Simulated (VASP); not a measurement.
Set up this calculation in VASP 6.6.1, as the native input.

```
Task                   : band structure
Functional             : TB-mBJ
Potentials or basis    : VASP PAW PBE potentials, release 64 (Zr_sv, Se)
Cutoff                 : 520 eV
k mesh                 : 9 × 9 × 5
Occupations            : gaussian, width 0.03 eV
Spin                   : no spin polarisation
Further INCAR settings : ALGO = Normal; EDIFF = 1e-07; NBANDS = 19
```

Crystal: ZrSe2.

```
Zr Se
1.0
     3.73854    0.00000    0.00000
    -1.86927    3.23767    0.00000
     0.00000    0.00000    6.03219
Zr Se
1 2
Direct
  0.00000 0.00000 0.00000
  0.33333 0.66667 0.26500
  0.66667 0.33333 0.73500
```

These files were run (other wordings do the same):

POSCAR

```
ZrSe2                                   
1.0
    3.7385421888      0.0000000000     -0.0000000000
   -1.8692710944      3.2376725087      0.0000000000
    0.0000000000     -0.0000000000      6.0321894018
  Zr              Se            
     1     2
Direct
     0.0000000000000000    0.0000000000000000    0.0000000000000000
     0.3333333332999970    0.6666666667000030    0.2650002634785272
     0.6666666667000030    0.3333333332999970    0.7349997365214729
```

INCAR.step1

```
ALGO = Normal ; EDIFF = 1E-5
ENCUT = 520 ; GGA = PE
ISIF = 2 ; ISMEAR = 0
KPAR = 2 ; LASPH = T
LCHARG = F ; LMAXMIX = 4
LREAL = F ; LWAVE = T
NBANDS = 19 ; NELM = 80
PREC = Accurate ; SIGMA = 0.03
```

INCAR.step2

```
ALGO = Normal ; EDIFF = 1E-7
ENCUT = 520 ; ISIF = 2
ISMEAR = 0 ; ISTART = 1
KPAR = 2 ; LASPH = T
LCHARG = F ; LMAXMIX = 4
LREAL = F ; LWAVE = F
METAGGA = MBJ ; NBANDS = 19
NELM = 80 ; PREC = Accurate
SIGMA = 0.03
```

KPOINTS

```
k-points
0
Gamma
  9 9 5
```

KPOINTS_OPT

```
explicit points
168
Reciprocal
 0.0000000000  0.0000000000  0.0000000000 1
 0.0555555556  0.0000000000  0.0000000000 1
 0.1111111111  0.0000000000  0.0000000000 1
 0.1666666667  0.0000000000  0.0000000000 1
 0.2222222222  0.0000000000  0.0000000000 1
 0.2777777778  0.0000000000  0.0000000000 1
[... 160 lines left out ...]
 0.5000000000  0.0000000000  0.0344920600 1
 0.5000000000  0.0000000000 -0.0344920600 1
```

Potentials or basis: VASP PAW PBE potentials, release 64 (Zr_sv, Se).

Launch:

```console
$ cat potpaw_PBE.64/Zr_sv/POTCAR potpaw_PBE.64/Se/POTCAR > POTCAR
$ cp INCAR.step1 INCAR
$ mpirun -np 2 vasp_std > vasp.out
$ cp INCAR.step2 INCAR
$ mpirun -np 2 vasp_std > vasp.out
```

Results of the run:

```
Band gap on the k mesh  : 0.47 eV, indirect (least direct gap 1.26 eV)
Band gap along the path : 0.44 eV, indirect (least direct gap 1.26 eV)
```

Run time: 2.1 min on 2 MPI ranks on Intel(R) Xeon(R) Platinum 8488C (Sapphire Rapids), with other jobs on the host, peak memory 0.25 GiB a rank.
